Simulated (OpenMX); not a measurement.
The system is Cl.

```
Cl
1.0
     3.14500   -2.25000    0.00000
     3.14500    2.25000    0.00000
     0.00000    0.00000    8.21000
Cl
4
Direct
  0.37000 0.63000 0.40000
  0.13000 0.87000 0.90000
  0.63000 0.37000 0.60000
  0.87000 0.13000 0.10000
```

Base run:

```yaml
Program: OpenMX 3.8.5
Functional: PBE
Potentials_or_basis: OpenMX 2013 PBE set, Cl7.0-s2p2d1f1, grid cutoff 300 Ry
k_mesh: 7 × 7 × 5
Occupations: fermi-dirac, width 0.05 eV
Spin: no spin polarisation
```

Its results: band gap on the k mesh 2.54 eV, indirect (least direct gap 2.56 eV); pressure 2.0 GPa; largest force 1.009 eV/Å.

The run is repeated on the same cell with these changes: potentials or basis from OpenMX 2013 PBE set, Cl7.0-s2p2d1f1, grid cutoff 300 Ry to OpenMX 2013 PBE set, Cl7.0-s3p2d2f1, grid cutoff 300 Ry. What comes out?

Band gap on the k mesh 2.49 eV, indirect (least direct gap 2.54 eV); pressure 1.2 GPa; largest force 0.553 eV/Å.

Caveats: the basis of atomic orbitals isn't converged, which shifts pressures, moduli and gaps; forces of over 1 eV/Å show positions far from the minimum, so gaps and moduli don't describe the material at rest (some runs).

Not every run made on this cell is shown here.
